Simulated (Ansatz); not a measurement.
**AgCl: stiffness from a series of strains**

```
CELL_PARAMETERS angstrom
1.87091 -5.55660 0.00000
1.87091 5.55660 0.00000
0.00000 0.00000 3.92404
ATOMIC_POSITIONS crystal
Ag 0.39656 0.60344 0.75000
Ag 0.60344 0.39656 0.25000
Cl 0.86545 0.13455 0.25000
Cl 0.13455 0.86545 0.75000
```

Atom numbers follow the list: Ag1, Ag2, Cl3, Cl4.

The cell is the one relaxed in the Materials Project (mp-570858), not relaxed further here; entries there can be hypothetical.

These are results of DFT, PBE, all-electron LAPW, scalar-relativistic in Ansatz 0.2.0, not measurements.

The runs use a Γ-centred 9×9×8 k mesh, Fermi–Dirac smearing of 0.03 eV, basis error target 1 meV/atom, no spin polarisation.

The strain is applied along the Cartesian axes of the cell as listed (the other components stay zero). Fractional coordinates are held (clamped ions).

σ is the change of stress from the unstrained cell, which is at 1.70 GPa; tension is positive, so slopes are stress–strain coefficients at that pressure.

Only quantities that a quadratic follows smoothly over the whole series are listed; rougher ones are left out.

```
    εzz  σzz (GPa)  σxx (GPa)
-0.0300      -2.63      -2.21
-0.0200      -1.70      -1.41
-0.0100      -0.82      -0.67
 0.0000       0.00       0.00
 0.0100       0.77       0.61
 0.0300       2.15       1.68
```

Fit the series and read off the stiffness at zero strain.

Least-squares fits y = p0 + p1 x + p2 x² to the rows give σzz (GPa): p1 = 79.7, p2 = -270; σxx (GPa): p1 = 64.7, p2 = -290. So C33 = 80 GPa and C13 = 65 GPa, for these axes.

One run, at εzz = 0.0200, is withheld. Predict its row.

The fits give 1.49, 1.18; the run gave 1.48, 1.17.
